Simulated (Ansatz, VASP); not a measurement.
# BN: VASP beside Ansatz, part 3 of 3

Aim: how closely do two programs agree when they are given the same cell, functional and k mesh?

VASP 6.6.1 and Ansatz 0.2.0.

So far. Step 2 (VASP: band structure, HSE06): The k-mesh is coarse for exact exchange; levels may shift by about 0.1 eV on a finer one. Step 4 (Side by side): Among the levels compared at these points, filled levels agree within 10 meV and empty ones within 20 meV.

### 6. VASP: band structure, PBE0

Level of this step: PBE0; plane waves and PAW (B, N) (VASP).

The same cell, functional, mesh and smearing now go to VASP, with its own data sets and cutoff.

The run reads the wave functions of an earlier VASP run, which isn't shown here.

INCAR reads:

```
SYSTEM = BN
PREC = Accurate
ENCUT = 520
EDIFF = 1E-06
NELM = 100
ISMEAR = 0
SIGMA = 0.02
LREAL = .FALSE.
ALGO = Normal
LHFCALC = .TRUE.
AEXX = 0.25
GGA = PE
LASPH = .TRUE.
NBANDS = 14
PRECFOCK = Fast
HFRCUT = -1
LORBIT = 11
LWAVE = .FALSE.
LCHARG = .FALSE.
KPAR = 8
```

POSCAR reads:

```
BN
1.0
    2.5039900000      0.0000000000      0.0000000000
   -1.2519950000      2.1685189508      0.0000000000
    0.0000000000      0.0000000000      6.6612000000
B N
2 2
Direct
    0.3333333333      0.6666666667      0.2500000000
    0.6666666667      0.3333333333      0.7500000000
    0.3333333333      0.6666666667      0.7500000000
    0.6666666667      0.3333333333      0.2500000000
```

KPOINTS reads:

```
Automatic mesh
0
Gamma
6 6 2
0 0 0
```

KPOINTS_OPT reads:

```
Line mode
6
Line-mode
Reciprocal
  0.00000000   0.00000000   0.00000000 GAMMA
  0.50000000   0.00000000   0.00000000 M

  0.50000000   0.00000000   0.00000000 M
  0.33333333   0.33333333   0.00000000 K

  0.33333333   0.33333333   0.00000000 K
  0.00000000   0.00000000   0.00000000 GAMMA

  0.00000000   0.00000000   0.00000000 GAMMA
  0.00000000   0.00000000   0.50000000 A

  0.00000000   0.00000000   0.50000000 A
  0.50000000   0.00000000   0.50000000 L

  0.50000000   0.00000000   0.50000000 L
  0.33333333   0.33333333   0.50000000 H

  0.33333333   0.33333333   0.50000000 H
  0.00000000   0.00000000   0.50000000 A

  0.50000000   0.00000000   0.50000000 L
  0.50000000   0.00000000   0.00000000 M

  0.33333333   0.33333333   0.00000000 K
  0.33333333   0.33333333   0.50000000 H
```

Potentials, in the order of the species: B and N (PBE family, release 64).

Run with:

```
$ mpirun -np 8 vasp_std
```

Numbers of over 12 decimals in the logs are rounded to 6 here.

Log:

```text
[banner, memory and clock lines left out]
running    8 mpi-ranks, on    1 nodes
[...]
[... a notice as in an earlier step ...]

 LDA part: xc-table for (Slater+PW92), standard interpolation
 found WAVECAR, reading the header
 POSCAR, INCAR and KPOINTS ok, starting setup
[...]
HFRCUT set to (new)   8.534879
 reading WAVECAR
 the WAVECAR file was read successfully
 initial charge from wavefunction
 entering main loop
       N       E                     dE             d eps       ncg     rms          rms(c)
DAV:   1    -0.426724339669E+02   -0.42672E+02   -0.37270E-01   428   0.618E+00    0.660E-01
DAV:   2    -0.426776988160E+02   -0.52648E-02   -0.97121E-03   458   0.773E-01    0.456E-01
DAV:   3    -0.426761975189E+02    0.15013E-02   -0.13924E-03   458   0.294E-01    0.266E-01
DAV:   4    -0.426758723310E+02    0.32519E-03   -0.49434E-04   440   0.171E-01    0.157E-01
DAV:   5    -0.426757917620E+02    0.80569E-04   -0.74300E-05   440   0.723E-02    0.907E-02
[...]
DAV:   8    -0.426757534017E+02    0.20788E-05   -0.11555E-06   232   0.113E-02    0.148E-02
DAV:   9    -0.426757527940E+02    0.60770E-06   -0.42429E-07   214   0.730E-03
   1 F= -.42675753E+02 E0= -.42675753E+02  d E =-.579566E-21
 Start KPOINTS_OPT (optional k-point list driver)
k-point batch [1-14\54]
       N       E                     dE             ncg
DAV:   1    -0.145815735743E+03   -0.91534E+04      392
DAV:   2    -0.141685065132E+04   -0.12710E+04      522
DAV:   3    -0.152075492113E+04   -0.10390E+03      458
DAV:   4    -0.152215424341E+04   -0.13993E+01      494
DAV:   5    -0.152216934291E+04   -0.15100E-01      506
DAV:   6    -0.152216951770E+04   -0.17478E-03      494
DAV:   7    -0.152216952091E+04   -0.32169E-05      392
DAV:   8    -0.152216952102E+04   -0.10840E-06      364
[...]
k-point batch [43-54\54]
       N       E                     dE             ncg
DAV:   1    -0.119794612283E+03   -0.10112E+05      336
DAV:   2    -0.108163448495E+04   -0.96184E+03      432
DAV:   3    -0.114388496814E+04   -0.62250E+02      408
DAV:   4    -0.114467232103E+04   -0.78735E+00      420
DAV:   5    -0.114467847274E+04   -0.61517E-02      414
DAV:   6    -0.114467851934E+04   -0.46602E-04      408
DAV:   7    -0.114467851980E+04   -0.45377E-06      306
```

From OUTCAR (step 6):

```text
 POSITION                                       TOTAL-FORCE (eV/Angst)
 -----------------------------------------------------------------------------------
     -0.00000      1.44568      1.66530        -0.000000     -0.000000     -0.000000
      1.25200      0.72284      4.99590        -0.000000      0.000000      0.000000
     -0.00000      1.44568      4.99590        -0.000000      0.000000     -0.000000
      1.25200      0.72284      1.66530         0.000000     -0.000000      0.000000
 -----------------------------------------------------------------------------------
    total drift:                               -0.000000     -0.000000      0.000000

  FREE ENERGIE OF THE ION-ELECTRON SYSTEM (eV)
  ---------------------------------------------------
  free  energy   TOTEN  =       -42.6757527940 eV

  energy  without entropy=      -42.6757527940  energy(sigma->0) =      -42.67575279

[... 2 parts as in an earlier step ...]

[... 1 further part left out ...]
[key lines of the parts left out:]
E-fermi :   1.1759
```

### 7. Comparison

Both answers:

```
                     quantity  Ansatz   VASP  difference
gap over the path points (eV)   6.312  6.310      +0.002
```

Levels at points of the path, from each program's valence-band top (eV; 4 filled, then empty):

```
k (reciprocal lattice)                                    Ansatz                                      VASP
     0.000 0.000 0.000  -1.63 -1.63 -1.59 -1.59 7.10 12.72 14.06  -1.62 -1.62 -1.58 -1.58 7.12 12.71 14.04
     0.400 0.000 0.000   -4.46 -4.39 -2.61 -1.06 7.50 8.81 11.15   -4.45 -4.38 -2.61 -1.06 7.50 8.80 11.15
     0.500 0.000 0.000   -4.68 -4.61 -1.58 -0.53 6.31 7.82 11.80   -4.67 -4.60 -1.58 -0.53 6.31 7.81 11.80
     0.400 0.200 0.000   -6.65 -6.57 -0.90 -0.12 6.68 7.54 14.06   -6.64 -6.56 -0.89 -0.12 6.67 7.53 14.07
     0.367 0.267 0.000    -7.56 -7.49 -0.47 0.00 6.85 7.28 13.08    -7.55 -7.49 -0.47 0.00 6.85 7.27 13.08
     0.200 0.200 0.000   -5.32 -5.26 -3.49 -1.68 9.52 9.82 10.76   -5.31 -5.25 -3.49 -1.68 9.51 9.82 10.77
     0.000 0.000 0.100  -1.63 -1.63 -1.59 -1.59 7.23 12.52 14.06  -1.62 -1.62 -1.58 -1.58 7.24 12.52 14.05
     0.000 0.000 0.500   -1.61 -1.61 -1.61 -1.61 9.65 9.65 14.13   -1.60 -1.60 -1.60 -1.60 9.66 9.66 14.11
     0.400 0.000 0.500   -4.43 -4.43 -1.86 -1.86 7.91 7.91 12.25   -4.42 -4.42 -1.87 -1.87 7.91 7.91 12.25
     0.400 0.200 0.500   -6.61 -6.61 -0.46 -0.46 6.88 6.88 14.72   -6.60 -6.60 -0.46 -0.46 6.88 6.88 14.72
```

Among the levels compared at these points, filled levels agree within 11 meV and empty ones within 18 meV.

### 8. Outcome

```json
{
  "difference in gap over the path points (band structure, HSE06)": "0.0096 eV",
  "difference in gap over the path points (band structure, PBE0)": "0.0021 eV"
}
```

**Reading.** The difference in gap over the path points is 0.0096 eV (band structure, HSE06), within the 0.08 eV picked in this series as the mark of a large difference. Such differences can come from data sets, numerical settings and the points named under the comparisons, not from the functional's error against experiment.

[Lines on the potential files, build, host, timing and source positions are cut from VASP's logs without a mark.]

[Logs are printed without paths, hosts, clocks, repeated set-up lines and the standing remarks that a program may print on its own settings, such as how far it seeks lower states.]

[Hosts, paths, dates, database ids (printed as entryN), source tags and the programs' standing remarks are cut or masked in the printed files.]
